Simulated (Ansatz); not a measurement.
**Volumes and bulk moduli along the 3d metals**

The calculation used DFT, PBE, plane waves (420 eV) with PAW, scalar-relativistic in Ansatz 0.2.0.

Each structure is relaxed within its symmetry, in the lowest magnetic state of the tried starts. B₀ comes from uniform scaling at fixed shape; a dash is a value not given.

Real chromium orders in an incommensurate spin-density wave, which this two-atom cell only mimics.

| element | structure | V (Å³/atom) | B₀ (GPa) | magnetic state |
| --- | --- | --- | --- | --- |
| Sc | hcp | 24.73 | 54 | spin not included |
| Ti | hcp | 17.40 | 112 | non-magnetic |
| V | bcc | 13.48 | 182 | spin not included |
| Cr | ? | ? | - | ? |
| Mn | alpha-Mn (A12) | 11.04 | - | ferrimagnetic, largest moment 2.89 μB in the atomic sphere |
| Fe | bcc | 11.36 | 191 | ferromagnetic, net 2.16 μB per atom |
| Co | hcp | 10.84 | 214 | ferromagnetic, net 1.61 μB per atom |
| Ni | fcc | 10.90 | 199 | ferromagnetic, net 0.63 μB per atom |
| Cu | fcc | 11.95 | 141 | spin not included |
| Zn | hcp | 15.15 | 74 | spin not included |

Q: Fill in the row of Cr.

A: structure: bcc; V (Å³/atom): 11.76; magnetic state: antiferromagnetic, largest moment 1.01 μB in the atomic sphere.
